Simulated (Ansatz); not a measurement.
## A series in volume per atom on Pd

Results calculated with Ansatz 0.2.0, not measured. Periodic Kohn-Sham DFT of a crystal at fixed atoms; pressure and stress are positive in compression; the energy is the free energy less that of spherical unpolarised free atoms; site moments are those in the method's own spheres, positive along +z.

Cell of the first row (space group Fm-3m, No. 225):
```
cell vectors (Å)
   0.0000     1.9052     1.9052
   1.9052     0.0000     1.9052
   1.9052     1.9052     0.0000
atoms (fractions of the cell vectors)
Pd  0.00000  0.00000  0.00000
```

Settings of every row: method all-electron LAPW; functional LDA; relativity scalar; k mesh 18x18x18; filling fermi-dirac; smearing width 0.05 eV; basis error target 0.25 meV/atom; nucleus gaussian.

Atom start moment: 0 on all atoms.

| row | volume per atom (Å³) | pressure (GPa) | energy less free atoms (eV/atom) |
| --- | --- | --- | --- |
| 1 | 13.831 | 5.477 | -5.0762 |
| 2 | 14.125 | 0.358 | -5.0815 |
| 3 | 14.419 | -4.124 | -5.0779 |
| 4 | 14.567 | ? | ? |
| 5 | 14.714 | -8.046 | -5.0667 |
| 6 | 14.861 | -9.817 | -5.0585 |
| 7 | 15.008 | -11.472 | -5.0487 |
| 8 | 15.302 | -14.459 | -5.0248 |
| 9 | 15.597 | -17.059 | -4.9958 |

Question: what pressure and energy less free atoms should row 4 give?

Worked fit of pressure. Take u = (V_r/V)^(2/3) − 1 with V_r = 14.788 Å³ an atom, which is twice the finite (Eulerian) strain; such expansions in the strain, on which the Birch-Murnaghan equation of state is built, carry the rest volume and the bulk modulus. The shown rows have u = 0.04561, 0.03105, 0.01699, 0.00335, -0.00328, -0.0098, -0.02252, -0.03489. Least squares give pressure = −8.9556 + 266.719 × u + 1030.94 × u² + 1288 × u³ GPa; a parabola predicts inner rows, each left out in turn, worse (root mean square 0.022 against 0.0051 GPa). The rows lie off it by 0.001, -0.001, -0.004, 0.004, 0.002, 0.000, -0.005, 0.002 (root mean square 0.0029 GPa). The pressure vanishes at u = 0.0300, or V = 14.15 Å³ an atom, and there the bulk modulus at fixed shape and fractions is B = −V dP/dV = (2/3)(1 + u) dP/du = 228 GPa. The withheld row has u = 0.01009, so the fit gives −8.9556 + 266.719 × (0.01009) + 1030.94 × (0.01009)² + 1288 × (0.01009)³ = -6.158 GPa.

The calculation gave -6.151 GPa. The fit lies 0.007 GPa (0.031 % of the column's range) below it; its largest miss of a shown row is 0.005 GPa.

Worked fit of energy less free atoms. Take u = (V_r/V)^(2/3) − 1 with V_r = 14.788 Å³ an atom, which is twice the finite (Eulerian) strain; such expansions in the strain, on which the Birch-Murnaghan equation of state is built, carry the rest volume and the bulk modulus. The shown rows have u = 0.04561, 0.03105, 0.01699, 0.00335, -0.00328, -0.0098, -0.02252, -0.03489. Least squares give energy less free atoms = −5.06275 − 1.2396 × u + 20.015 × u² + 15.3 × u³ eV/atom; a parabola predicts inner rows, each left out in turn, worse (root mean square 0.00025 against 6e-05 eV/atom). The rows lie off it by 0.0000, 0.0000, 0.0001, 0.0000, 0.0000, 0.0000, 0.0001, 0.0000. Its lowest point lies at u = 0.0299, or V = 14.15 Å³ an atom, and the curvature there gives the bulk modulus at fixed shape and fractions, B = (4/9)(1 + u)² E″(u)/V = 228 GPa. The withheld row has u = 0.01009, so the fit gives −5.06275 − 1.2396 × (0.01009) + 20.015 × (0.01009)² + 15.3 × (0.01009)³ = -5.0732 eV/atom.

The calculation gave -5.0732 eV/atom. The fit meets it to the printed digit.
